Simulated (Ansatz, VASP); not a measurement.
Na: VASP beside Ansatz

INCAR

```
  PREC = Accurate
  ENCUT = 520
  EDIFF = 1E-6
  ISMEAR = -1
  SIGMA = 0.05
  LREAL = F
  LASPH = T
  NELM = 80
  ALGO = Normal
  ISIF = 2
  LWAVE = F
  LCHARG = F
  GGA = PS
  NBANDS = 14
```

Contents of KPOINTS:

```
regular mesh
0
Gamma
  13 13 7
```

Contents of POSCAR:

```
Na
1.0
    3.7670009976      0.0000000000      0.0000000000
   -1.8835004988      3.2623185600      0.0000000000
    0.0000000000      0.0000000000      6.1540000000
Na
2
Direct
    0.3333333333      0.6666666667      0.2500000000
    0.6666666667      0.3333333333      0.7500000000
```

Input for Ansatz:

```yaml
crystal:
  lattice:
    - [3.7670009976, 0.0, 0.0]
    - [-1.8835004988, 3.26231856, 0.0]
    - [0.0, 0.0, 6.154]
  atoms:
    - { symbol: Na, position: [0.3333333333, 0.6666666667, 0.25] }
    - { symbol: Na, position: [0.6666666667, 0.3333333333, 0.75] }
kpoints:
  mp_grid: { grid: [13, 13, 7] }
  band_path:
    path:
      - [0.0, 0.0, 0.0]
      - [0.5, 0.0, 0.0]
      - [0.3333333333, 0.3333333333, 0.0]
      - [0.0, 0.0, 0.0]
      - [0.0, 0.0, 0.5]
      - [0.5, 0.0, 0.5]
      - [0.3333333333, 0.3333333333, 0.5]
      - [0.0, 0.0, 0.5]
      - [0.5, 0.0, 0.5]
    npoints: 5
scf:
  occupations: { method: fermi_dirac, width: 0.05 }
hamiltonian:
  xc: pbesol
  pseudopotentials: { kind: all_electron, lapw: { basis_error: 0.00025 } }
output:
  forces: true
  stress: true
  eigenvalues: true
```

Alike in both runs: task single point; functional PBEsol; k mesh 13 × 13 × 7; occupations fermi-dirac, width 0.05 eV; no spin polarisation.

```csv
,VASP,Ansatz
version,VASP 6.6.1,Ansatz 0.2.0
potentials or method,"VASP PAW PBE potentials, release 64 (Na_pv)","all-electron LAPW, scalar-relativistic"
plane-wave cutoff (eV),520,see its input
```

|  | VASP | Ansatz | Ansatz less VASP |
| --- | --- | --- | --- |
| pressure (GPa) | -0.3 | -0.3 | -0.02 |
| largest component of the traceless stress (GPa) | 0.08 | 0.08 | -0.001 |

Ansatz ran all-electron here, so the differences hold the error of VASP's frozen core and of both bases.

Caveats: the PAW data sets were made with another functional, which shifts forces and pressure a little (VASP).
